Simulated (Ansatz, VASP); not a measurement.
One calculation of Ti, two programs

```xyz
2
Lattice="2.9384 0.0000 0.0000 -1.4692 2.5447 0.0000 0.0000 0.0000 4.6530" Properties=species:S:1:pos:R:3 pbc="T T T"
Ti    0.0000    1.6965    1.1932
Ti    1.4692    0.8482    3.4897
```

Alike in both runs: task electric field gradients; functional PBE; k mesh 13 × 13 × 7; occupations fermi-dirac, width 0.05 eV; no spin polarisation.

```csv
,VASP,Ansatz
version,VASP 6.6.1,Ansatz 0.2.0
potentials or method,"VASP PAW PBE potentials, release 64 (Ti_sv)","PAW with Ansatz's default frozen-core files, scalar-relativistic"
plane-wave cutoff (eV),520,420
valence electrons in the cell,24,24
```

VASP gave:

- pressure (GPa): -0.2
- rms of the force components (eV/Å): 0.049
- Vzz of the field gradient on the site that differs most (V/Å²): 17.9

Q: Estimate Ansatz's values.

A: Pressure (GPa): 0.0; rms of the force components (eV/Å): 0.049; Vzz of the field gradient on the site that differs most (V/Å²): 19.9.

Atom by atom the forces differ by 0.000 eV/Å (rms over components). The functional is the same, so the differences come from potentials, cutoffs and numerics.
